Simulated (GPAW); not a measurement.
Ni:

```xyz
2
Lattice="2.4480 0.0000 0.0000 -1.2240 2.1201 0.0000 0.0000 0.0000 4.0728" Properties=species:S:1:pos:R:3 pbc="T T T"
Ni    1.2240    0.7067    3.0546
Ni    0.0000    1.4134    1.0182
```

This isn't the form of Ni at room conditions, which is fcc.

```yaml
Program: GPAW 26.7.0
Task: relaxation of cell and atoms
Functional: PW91
Potentials_or_basis: PAW data sets generated in the run's folder for this functional
Cutoff: 600 eV
Basis: pw
k_mesh: 8 × 8 × 4
Occupations: fermi-dirac, width 0.05 eV
Spin: collinear spin, ferromagnetic start
Starting_moments: "[1.0, 1.0] μB"
```

At the start: pressure 9.1 GPa; volume 10.57 Å³/atom.

**Question.** How do energy, volume and symmetry change on relaxing?

**Answer.** Over 18 steps the energy falls by 12.9 meV/atom and the volume is 10.99 Å³/atom (+4.0 %); space group P6_3/mmc (No. 194, to 0.05 Å); moment 1.24 μB per cell.

The path:
| step | energy change (eV) | largest force (eV/Å) | pressure (GPa) | volume (Å³) |
| --- | --- | --- | --- | --- |
| 1 | 0.0000 | 0.0000 | 9.12 | 21.14 |
| 2 | -0.0099 | 0.0000 | 6.93 | 21.33 |
| 3 | -0.0212 | 0.0000 | 3.29 | 21.67 |
| 4 | -0.0248 | 0.0000 | -0.73 | 22.09 |
| 5 | -0.0248 | 0.0000 | -0.69 | 22.09 |
| 6 | -0.0249 | 0.0000 | -0.62 | 22.08 |
| 7 | -0.0251 | 0.0000 | -0.52 | 22.07 |
| 8 | -0.0252 | 0.0000 | -0.39 | 22.05 |
| 9 | -0.0253 | 0.0000 | -0.25 | 22.04 |
| 10 | -0.0255 | 0.0000 | -0.10 | 22.02 |
| 11 | -0.0256 | 0.0000 | 0.05 | 22.00 |
| 12 | -0.0257 | 0.0000 | 0.19 | 21.99 |
| 13 | -0.0257 | 0.0000 | 0.29 | 21.98 |
| 14 | -0.0258 | 0.0000 | 0.33 | 21.97 |
| 15 | -0.0258 | 0.0000 | 0.32 | 21.97 |
| 16 | -0.0258 | 0.0000 | 0.31 | 21.97 |
| 17 | -0.0258 | 0.0000 | 0.28 | 21.98 |
| 18 | -0.0258 | 0.0000 | 0.26 | 21.98 |

Final structure:
```
CELL_PARAMETERS angstrom
2.49309 0.00000 0.00000
-1.24655 2.15908 0.00000
0.00000 0.00000 4.08325
ATOMIC_POSITIONS crystal
Ni 0.66667 0.33333 0.75000
Ni 0.33333 0.66667 0.25000
```

Caveat: the k mesh is coarse (spacing up to 0.39 Å⁻¹), so the values aren't converged; each step starts from the last one's moments, so a moment once lost doesn't come back; the stock nickel data set gives pressures a few GPa off other programs; later steps reuse the first step's grids.
